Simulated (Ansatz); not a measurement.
# TaSi2: the cost of one run

Computed with Ansatz 0.2.0 (DFT PBEsol, scalar-relativistic, plane waves, PAW, unless a step's input says otherwise).

2 further runs of the same task are left out: 2 set aside as unsound or not needed.

## 1. Starting point

Symmetry: P6_422, No. 181, hexagonal system. Conventional cell: a = 4.761 Å, b = 4.761 Å, c = 6.556 Å, α = 90.00°, β = 90.00°, γ = 120.00°. Ta (site symmetry 222) has 10 Si at 2.60 to 2.81 Å in its first shell of neighbours. Around Si (site symmetry 2) lie 5 Si at 2.55 to 2.81 Å and 5 Ta at 2.60 to 2.81 Å.

Structure file:

```
CELL_PARAMETERS angstrom
4.76099 0.00000 0.00000
-2.38050 4.12314 0.00000
0.00000 0.00000 6.55614
ATOMIC_POSITIONS crystal
Ta 0.50000 0.00000 0.00000
Ta 0.50000 0.50000 0.66667
Ta 0.00000 0.50000 0.33333
Si 0.15928 0.31857 0.00000
Si 0.84072 0.15928 0.66667
Si 0.68143 0.84072 0.33333
Si 0.84072 0.68143 0.00000
Si 0.15928 0.84072 0.66667
Si 0.31857 0.15928 0.33333
```

It is the result of an earlier relaxation at this level (volume 14.30 Å³/atom; gap on the mesh: none (metal)).

The unstrained cell comes from an earlier run at this level (9 atoms, E(σ→0) -33153.6953 eV, gap none (metal)).

## 2. The cell strained by -2.0 %

input.yaml reads:

```yaml
crystal:
  lattice:
    - [4.6657704371, 0.0, 0.0]
    - [-2.3328852186, 4.0406757268, 0.0]
    - [0.0, 0.0, 6.6348167573]
  atoms:
    - { symbol: Ta, position: [0.5, 0.0, 0.0] }
    - { symbol: Ta, position: [0.5, 0.5, 0.6666666667] }
    - { symbol: Ta, position: [0.0, 0.5, 0.3333333333] }
    - { symbol: Si, position: [0.1592827541, 0.3185655081, 0.0] }
    - { symbol: Si, position: [0.8407172459, 0.1592827541, 0.6666666667] }
    - { symbol: Si, position: [0.6814344919, 0.8407172459, 0.3333333333] }
    - { symbol: Si, position: [0.8407172459, 0.6814344919, 0.0] }
    - { symbol: Si, position: [0.1592827541, 0.8407172459, 0.6666666667] }
    - { symbol: Si, position: [0.3185655081, 0.1592827541, 0.3333333333] }
basis:
  ecutwfc: 420
kpoints:
  mp_grid: { grid: [12, 12, 6] }
hamiltonian:
  xc: pbesol
scf:
  occupations: { method: gaussian, width: 0.1 }
output:
  forces: true
  stress: true
  eigenvalues: true
  write_density: true
  write_potential: true
  elf: true
  volumetric_format: npy
relax:
  adjacent_minimum: "off"
  f_tol: 0.008
  max_steps: 40
  cell: { stress_tol: 0.015, fix: [a, b, gamma] }
```

On the command line:

```sh
> ansatz run input.yaml --threads 2 --pin off --max-ram 5120MiB --backend cpu --events-out ev --progress --plain --runs-dir out
```

Q: Estimate wall time and peak memory on 2 threads of AMD EPYC 9R45 (Zen 5), shared host.

About 34 s, with a peak of 0.65 GiB.
